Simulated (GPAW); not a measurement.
## MgO: G0W0 quasiparticle levels with PBE

**Experimental background.**

From “Electronic structure of alkaline earth and post-transition metal oxides”, 2009, arxiv:0908.1581, for a bulk crystal of MgO: band gap 7.83 eV.

The system is MgO.

```
Mg O
1.0
     0.00000    2.09700    2.09700
     2.09700    0.00000    2.09700
     2.09700    2.09700    0.00000
Mg O
1 1
Direct
  0.00000 0.00000 0.00000
  0.50000 0.50000 0.50000
```

The cell is a database's computed one.

- Program: GPAW 26.7.0
- Task: G0W0 quasiparticle levels
- Functional: PBE
- Potentials or basis: GPAW PAW data sets (gpaw-data 1.2.1)
- Cutoff: 600 eV
- Basis: pw
- k mesh: 7 × 7 × 7
- Occupations: fermi-dirac, width 0.001 eV
- Spin: no spin polarisation
- Response ecut: 80 eV
- Extrapolate: no
- Qp bands: 2
- Domega0: 0.1 eV
- Frequency: full
- Maxiter: 150
- Integrate gamma: WS
- Vertex: none
- All k: no
- Response bands: 29
- Omega2: 10 eV
- Eta: 0.1 eV

```json
{"Band gap on the k mesh, mean-field level": "4.89 eV, direct", "Quasiparticle gap": "7.07 eV", "Least direct quasiparticle gap": "7.07 eV"}
```

Levels at points of the mesh, in eV from the valence-band top:
| k point | band 5 | band 6 | band 7 | band 8 | band 9 | band 10 | band 11 | band 12 |
| --- | --- | --- | --- | --- | --- | --- | --- | --- |
| (0.00, 0.00, 0.00) | -17.29 | 0.00 | 0.00 | 0.00 | 4.89 | 15.90 | 15.90 | 15.90 |

It took 85 s on 1 thread of Arm Neoverse V2, with other jobs on the host, peak memory 0.51 GiB.

A measured gap of MgO is 7.83 eV (quoted in “Electronic structure of alkaline earth and post-transition metal oxides”, 2009, arxiv:0908.1581); the calculated 7.07 eV misses it by -0.76 eV. The value is that of G0W0 on PBE, without temperature or zero-point motion. The cell is a database's relaxed one, not the measured one, which moves gaps too.

Caveat: the k mesh is coarse; the quasiparticle gap is taken among the few k points that were corrected; the long-wavelength limit can be off by a per cent or two.
